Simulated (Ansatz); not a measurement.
Trial inputs on MoP

The reference input for Ansatz (plane-wave DFT with PAW):

```yaml
crystal:
  lattice:
    - [3.2230000535, 0.0, 0.0]
    - [-1.6115000268, 2.7911999227, 0.0]
    - [0.0, 0.0, 3.191]
  atoms:
    - { symbol: Mo, position: [0.0, 0.0, 0.0] }
    - { symbol: P, position: [0.3333333333, 0.6666666667, 0.5] }
basis:
  ecutwfc: 420
kpoints:
  mp_grid: { grid: [6, 6, 4] }
hamiltonian:
  xc: pbe
scf:
  occupations: { method: gaussian, width: 0.1 }
output:
  forces: true
  stress: true
  eigenvalues: true
```

Command:

```bash
ansatz run input.yaml --threads 1 --pin off --max-ram 1331MiB --backend cpu --events-out ev --progress --plain --runs-dir out
```

The run converges in 6 SCF iterations on 21 irreducible k-points: pressure 2.89 GPa, no gap.

The inputs are trials, many of them unsound on purpose. Their numbers show the effect of the settings and aren't properties of the material. Each trial's input is given as a difference from the reference's; energies are extrapolated to zero smearing where there is one, and pressure is positive in compression. Charged cells sit in a uniform background, and their pressures hang on that convention.

Problem. Trial 1:

```diff
 crystal:
   atoms:
-    - { symbol: Mo, position: [0.0, 0.0, 0.0] }
+    - { symbol: Mo, position: [0.0, 0.0, 0.0], spin: 5.0 }
 scf:
+  lower_state_search: "off"
 output:
+  populations: true
+magnetization:
+  spin_polarized: true
```

How does this run end?

Solution. The run converges in 14 SCF iterations on 21 irreducible k-points: the reference's energy to 0.01 meV per atom, pressure 2.89 GPa, no gap, cell moment 0.00 μB. It warns that the starting moments were lost.

Problem. Trial 2:

```diff
+total_charge: 0.25
 basis:
-  ecutwfc: 420
+  ecutwfc: "47 Ry"
 scf:
+  lower_state_search: "off"
```

What happens?

Solution. The run converges in 6 SCF iterations on 21 irreducible k-points: pressure 7.92 GPa (with the neutralising background of the charged cell), no gap.